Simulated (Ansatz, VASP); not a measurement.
**N: VASP beside Ansatz**

INCAR

```
PREC = Accurate ; ENCUT = 600
EDIFF = 1E-6 ; ISMEAR = 0
SIGMA = 0.1 ; LREAL = False
LASPH = True ; NELM = 100
ALGO = Fast ; ISIF = 3
LWAVE = False ; LCHARG = False
GGA = PE ; IBRION = 2
NSW = 100 ; EDIFFG = -0.05
```

File KPOINTS:

```
Automatic mesh
0
Gamma
  12 12 8
```

File POSCAR:

```
N
1.0
    2.5194737886      0.0000000000      0.0000000000
   -1.2597368943      2.1819283051      0.0000000000
    0.0000000000      0.0000000000      2.4460020000
N
2
Direct
    0.6666666700      0.3333333300      0.2500000000
    0.3333333300      0.6666666700      0.7500000000
```

Input for Ansatz:

```yaml
crystal:
  lattice:
    - [2.5194737886, 0.0, 0.0]
    - [-1.2597368943, 2.1819283051, 0.0]
    - [0.0, 0.0, 2.446002]
  atoms:
    - { symbol: "N", position: [0.66666667, 0.33333333, 0.25] }
    - { symbol: "N", position: [0.33333333, 0.66666667, 0.75] }
basis:
  ecutwfc: 420
kpoints:
  mp_grid: { grid: [12, 12, 8] }
hamiltonian:
  xc: pbe
scf:
  occupations: { method: gaussian, width: 0.1 }
output:
  forces: true
  stress: true
  eigenvalues: true
relax:
  adjacent_minimum: "off"
  f_tol: 0.05
  max_steps: 80
  cell: { stress_tol: 0.5 }
```

The real solid is made of molecules; this cell is a model form.

Alike in both runs: task relaxation of cell and atoms; functional PBE; k mesh 12 × 12 × 8; occupations gaussian, width 0.1 eV; no spin polarisation.

|  | VASP | Ansatz |
| --- | --- | --- |
| version | VASP 6.6.1 | Ansatz 0.2.0 |
| potentials or method | VASP PAW PBE potentials, release 64 (N) | scalar-relativistic, plane waves, PAW |
| plane-wave cutoff (eV) | 600 | 420 |
| valence electrons in the cell | 10 | 10 |

|  | VASP | Ansatz | Ansatz less VASP |
| --- | --- | --- | --- |
| gap on the k mesh at the Fermi level, each at its own relaxed structure (eV) | none | none | - |
| relaxed volume (Å³/atom) | 7.11 | 7.08 | -0.024 |
| relaxed cell length with the largest relative difference (Å) | 2.581 | 2.578 | -0.0031 |
| energy change over the relaxation (meV/atom) | -11 | -13 | -1.4 |

A gap of «none» marks a metal or a gap that the smearing closes.
